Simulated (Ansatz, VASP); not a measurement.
# AlN in VASP and in Ansatz

```xyz
4
Lattice="3.1504 0.0000 0.0000 -1.5752 2.7283 0.0000 0.0000 0.0000 4.3504" Properties=species:S:1:pos:R:3 pbc="T T T"
Al    0.0000    1.8189   -0.1046
Al    1.5752    0.9094    2.0706
N     0.0000    1.8189    1.7795
N     1.5752    0.9094    3.9547
```

Alike in both runs: functional LDA; k mesh 9 × 9 × 6; occupations gaussian, width 0.05 eV; no spin polarisation.

Ansatz relaxed the structure, and its values are those at the end. VASP's run is a single point on that final structure, the one shown.

|  | VASP | Ansatz |
| --- | --- | --- |
| version | VASP 6.6.1 | Ansatz 0.2.0 |
| potentials or method | VASP PAW LDA potentials, release 64 (Al, N) | scalar-relativistic, plane waves, PAW |
| plane-wave cutoff (eV) | 520 | 520 |
| valence electrons in the cell | 16 | 16 |

VASP gave:

| Property | Result |
| --- | --- |
| gap on the k mesh at the Fermi level (eV) | 4.06 |
| least direct gap on the mesh (eV) | 4.06 |
| pressure (GPa) | 14.6 |
| rms of the force components (eV/Å) | 0.012 |

Task: Estimate Ansatz's values.

Result: gap on the k mesh at the Fermi level (eV): 4.06; least direct gap on the mesh (eV): 4.06; pressure (GPa): 13.8; rms of the force components (eV/Å): 0.003.

Ansatz warned: «pseudo_functional_mismatch».

Caveats: an odd mesh through Γ misses points on the zone boundary, where band edges often lie. A hybrid or GW would open this gap; LDA tends to underestimate it.
